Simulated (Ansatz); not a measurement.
CdSe: pressure against volume scale

All results are calculated (Ansatz 0.2.0). Periodic Kohn-Sham DFT of a crystal at fixed atoms, scaled to volume_scale times the given cell; pressure positive in compression, energy less spherical unpolarised free atoms, largest_vzz the field gradient of largest size among the nuclei.

The cell before it is scaled or strained (space group Fm-3m, No. 225):
```
CELL_PARAMETERS angstrom
0.00000 2.87400 2.87400
2.87400 0.00000 2.87400
2.87400 2.87400 0.00000
ATOMIC_POSITIONS crystal
Cd 0.00000 0.00000 0.00000
Se 0.50000 0.50000 0.50000
```

Settings of every row: method frozen-core PAW; functional PBEsol; relativity scalar; k mesh 11x11x11; filling fermi-dirac; smearing width 0.05 eV; wave cutoff 420 eV; paw set soft_2.

Atom start moment: 0 on all atoms.

Limits: PAW files made with PBE; the cell comes from a prototype or a list of computed structures and needn't be the stable phase.

```
row  volume scale  V (Å³/atom)  pressure (GPa)
  1        0.9405       22.326          -0.155
  2          0.98       23.264          -2.772
  3             1       23.738          -3.868
  4          1.02       24.214               ?
  5          1.06       25.163          -6.449
```

Question: what pressure should row 4 give?

Worked fit of pressure. Take u = (V_r/V)^(2/3) − 1 with V_r = 23.501 Å³ an atom, which is twice the finite (Eulerian) strain; such expansions in the strain, on which the Birch-Murnaghan equation of state is built, carry the rest volume and the bulk modulus. The shown rows have u = 0.03479, 0.00678, -0.00667, -0.04453. Least squares give pressure = −3.3366 + 81.98 × u + 271.65 × u² GPa; a straight line predicts inner rows, each left out in turn, worse (root mean square 0.28 against 0.0073 GPa). The rows lie off it by 0.001, -0.004, 0.003, 0.000. The withheld row has u = -0.01973, so the fit gives −3.3366 + 81.98 × (-0.01973) + 271.65 × (-0.01973)² = -4.848 GPa.

The calculation gave -4.839 GPa. The fit lies 0.009 GPa (0.14 % of the column's range) below it; its largest miss of a shown row is 0.004 GPa.
